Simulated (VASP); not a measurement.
Input of a VASP 6.6.1 run:

Contents of INCAR:

```
SYSTEM = TiCo3
PREC = Accurate
ENCUT = 600
EDIFF = 1E-6
ISMEAR = -1
SIGMA = 0.05
LREAL = .FALSE.
LASPH = .TRUE.
NELM = 120
ALGO = Normal
ISIF = 3
LWAVE = .FALSE.
LCHARG = .FALSE.
ISPIN = 2
MAGMOM = 2 2 2 1
LORBIT = 11
LMAXMIX = 4
GGA = RE
LUSE_VDW = .TRUE.
AGGAC = 0.0
IBRION = 2
NSW = 60
EDIFFG = -0.01
```

File KPOINTS:

```
Automatic mesh
0
G
  8 8 8
  0 0 0
```

File POSCAR:

```
TiCo3
1.0
    3.5710000000      0.0000000000      0.0000000000
    0.0000000000      3.5710000000      0.0000000000
    0.0000000000      0.0000000000      3.5710000000
Co Ti
3 1
Direct
    0.5000000000      0.5000000000      0.0000000000
    0.5000000000      0.0000000000      0.5000000000
    0.0000000000      0.5000000000      0.5000000000
    0.0000000000      0.0000000000      0.0000000000
```

Potentials or basis: VASP PAW PBE potentials, release 64 (Co, Ti_sv).

Launch:

```console
$ cat potpaw_PBE.64/Co/POTCAR potpaw_PBE.64/Ti_sv/POTCAR > POTCAR
$ mpirun -np 1 vasp_std > vasp.out
```

Problem. Predict the relaxed volume.

Solution. 12.09 Å³/atom.

Problem. Predict the space group after relaxing (to 0.05 Å).

Solution. Pm-3m (No. 221).

Problem. Predict the site moments.

Solution. Co +1.07; Ti -0.45 μB.

Step by step:
```csv
step,energy change (eV),largest force (eV/Å),pressure (GPa),volume (Å³)
1,0.0000,0.0000,10.81,45.54
2,-0.0387,0.0000,-7.65,50.79
3,-0.0987,0.0000,-0.31,48.46
4,-0.0988,0.0000,-0.03,48.37
```

Caveat: the PAW data sets were made with another functional, which shifts forces and pressure a little. Zero-point motion and thermal expansion aren't in these numbers.
